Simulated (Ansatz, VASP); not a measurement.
# One calculation of Zn, two programs

```xyz
1
Lattice="0.0000 1.9648 1.9648 1.9648 0.0000 1.9648 1.9648 1.9648 0.0000" Properties=species:S:1:pos:R:3 pbc="T T T"
Zn    0.0000    0.0000    0.0000
```

This isn't the form of Zn at room conditions, which is hcp.

Alike in both runs: task relaxation of cell and atoms; functional r2SCAN; k mesh 18 × 18 × 18; occupations gaussian, width 0.1 eV; no spin polarisation.

|  | VASP | Ansatz |
| --- | --- | --- |
| version | VASP 6.6.1 | Ansatz 0.2.0 |
| potentials or method | VASP PAW PBE potentials, release 64 (Zn) | scalar-relativistic, plane waves, PAW |
| plane-wave cutoff (eV) | 600 | 500 |
| valence electrons in the cell | 12 | 12 |

|  | VASP | Ansatz | Ansatz less VASP |
| --- | --- | --- | --- |
| gap on the k mesh at the Fermi level, each at its own relaxed structure (eV) | none | none | - |
| relaxed volume (Å³/atom) | 14.33 | 14.29 | -0.041 |
| relaxed cell length with the largest relative difference (Å) | 2.726 | 2.724 | -0.0026 |
| energy change over the relaxation (meV/atom) | -13 | -13 | -0.2 |

A gap of «none» marks a metal or a gap that the smearing closes.

Caveats: the PAW data sets were made with another functional, which shifts forces and pressure a little (VASP).
